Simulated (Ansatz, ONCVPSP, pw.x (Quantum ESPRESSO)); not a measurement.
# From atom to crystal: ONCV potential for Ni (Z = 28)

ONCVPSP 4.0.1.1 (patched build) input, shortened (lines: element, Z, core and valence counts, functional; n l f; lmax; l rc ep ncon nbas qcut; lloc lpopt rc5 dvloc0; l nproj debl; icmod fcfact rcfact), PBE, scalar-relativistic:

```
  Ni 28.00    3    3        4      upf
    1    0    2.00
    2    0    2.00
    2    1    6.00
    3    0    2.00
    3    1    6.00
    3    2    8.00
    2
    0    1.25    0.00    4    8   10.00
    1    1.20    0.00    4    9   10.00
    2    1.55    0.00    4    9   12.20
    4    5    1.10    0.00
    0    2    1.80
    1    2    2.90
    2    2    1.90
    0    0.00    0.00
```

In the s channel the program set the typed energies aside and used -4.805, 0.250 Ha. In the p channel the program set the typed energies aside and used -3.348, 0.250 Ha.

Atomic tests: cutoffs needed: 51 Ha and 57 Ha (the cutoffs (Ha) at which the residual kinetic energy of the hardest occupied pseudo-wave falls to 1 and 0.1 mHa per electron); ghost test: no bound ghost flagged; no localised positive-energy state flagged; largest excitation error: +60 meV (all-electron minus pseudo) for 3s2 3p6 3d7, out of 4 test configurations.

Crystal test: bcc Ni in pw.x 7.5, no spin, 16³ k-points, Fermi–Dirac smearing 0.01 Ry, cutoffs 135/540 Ry. The reference is all-electron LAPW (Ansatz 0.2.0) with the same functional, mesh and smearing; V0 and B0 come from Birch–Murnaghan fits to the pressures at five volumes. Errors are pseudo minus all-electron; Δ is the rms difference of the E(V) curves that follow from these fits, minima aligned, over ±6 % about the mean V0. Mesh and smearing are coarse, so the numbers serve the comparison and aren't converged zero-temperature values; the lattice is a test structure that the element need not adopt. Spin polarisation and strong correlation are left out, which matters for this element.

All-electron: a0 = 2.798 Å (V0 = 10.96 Å³/atom), B0 = 193.3 GPa.

**Question.** How far does the potential miss the all-electron equation of state?

**Answer.** mean pressure error (GPa): -0.41; a0 (Å): 2.796; a0 error (%): -0.07; B0 error (%): +1.1; Δ (meV/atom): 1.0.

| V (Å³/atom) | P all-electron (GPa) | P pseudo (GPa) |
| --- | --- | --- |
| 10.434 | 10.64 | 10.26 |
| 10.708 | 4.67 | 4.23 |
| 10.983 | -0.48 | -0.86 |
| 11.258 | -4.92 | -5.35 |
| 11.532 | -8.74 | -9.14 |

**Question.** At the middle volume, how do free energy and pressure move when the wave cutoff is lowered (ecutrho kept at four times it)?

**Answer.**

```json
{"cutoff (Ry)": "61", "shift of F (meV/atom)": "+23305.4", "shift of P (GPa)": "-1235.23"}
{"cutoff (Ry)": "81", "shift of F (meV/atom)": "+3021.0", "shift of P (GPa)": "-280.66"}
{"cutoff (Ry)": "108", "shift of F (meV/atom)": "+69.7", "shift of P (GPa)": "-11.99"}
```

The run at the middle volume (145 k-points, 12 iterations) took about 2.6 min on one core of a shared host (Neoverse-N1, 64 threads, 124 GiB, load 50).
